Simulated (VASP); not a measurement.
Set up this calculation in VASP 6.6.1, as the native input.

```
Task                   : relaxation of cell and atoms
Functional             : PBEsol
Potentials or basis    : VASP PAW PBE potentials, release 64 (Zn, Cu, Sn_d, Se)
Cutoff                 : 600 eV
k mesh                 : 10 × 10 × 10
Occupations            : methfessel-paxton, width 0.1 eV
Spin                   : no spin polarisation
Further INCAR settings : ALGO = Normal; EDIFF = 1e-06; IBRION = 2; EDIFFG = -0.01; NSW = 90; ISIF = 3
```

The structure of ZnCu2SnSe4 lies in POSCAR:

```
ZnCu2SnSe4
1.0
   -2.8856370000      2.8856370000      5.7398310000
    2.8856370000     -2.8856370000      5.7398310000
    2.8856370000      2.8856370000     -5.7398310000
Zn Cu Sn Se
1 2 1 4
Direct
    0.7500000000      0.2500000000      0.5000000000
    0.2500000000      0.7500000000      0.5000000000
    0.0000000000      0.0000000000      0.0000000000
    0.5000000000      0.5000000000      0.0000000000
    0.6297540000      0.6365340000      0.5262470000
    0.1102870000      0.1035070000      0.4737530000
    0.8964930000      0.3702460000      0.0067800000
    0.3634660000      0.8897130000      0.9932200000
```

The cell comes from a database or a generator and needn't be the stable form of this composition.

The input as run:

INCAR

```
PREC = Accurate ; ENCUT = 600
EDIFF = 1E-6 ; ISMEAR = 1
SIGMA = 0.1 ; LREAL = F
LASPH = T ; NELM = 80
ALGO = Normal ; ISIF = 3
LWAVE = F ; LCHARG = F
GGA = PS ; IBRION = 2
NSW = 90 ; EDIFFG = -0.01
KPAR = 4
```

KPOINTS

```
regular mesh
0
Gamma
  10 10 10
```

Potentials or basis: VASP PAW PBE potentials, release 64 (Zn, Cu, Sn_d, Se).

Command:

```bash
$ cat potpaw_PBE.64/Zn/POTCAR potpaw_PBE.64/Cu/POTCAR potpaw_PBE.64/Sn_d/POTCAR potpaw_PBE.64/Se/POTCAR > POTCAR
$ mpirun -np 4 vasp_std > vasp.out
```

Results of the run:

```json
{
 "Relaxed volume": "22.73 Å³/atom",
 "Relaxed cell": "a = 6.933 Å, b = 6.933 Å, c = 6.933 Å, α = 131.72°, β = 131.72°, γ = 70.67°",
 "Space group after relaxing (to 0.05 Å)": "I-4 (No. 82)",
 "Energy gained by relaxing": "11.9 meV/atom",
 "Ionic steps": "8",
 "Pressure after relaxing": "0.0 GPa",
 "Largest force after relaxing": "0.007 eV/Å",
 "Band gap on the k mesh": "0.03 eV, direct"
}
```

Caveat: the PAW data sets were made with another functional, which shifts forces and pressure a little; spin-orbit coupling is left out, which moves the levels of the heavy elements.

Run time: 33 min on 4 MPI ranks on Intel(R) Xeon(R) 6975P-C (Granite Rapids), with other jobs on the host, peak memory 1.6 GiB a rank.
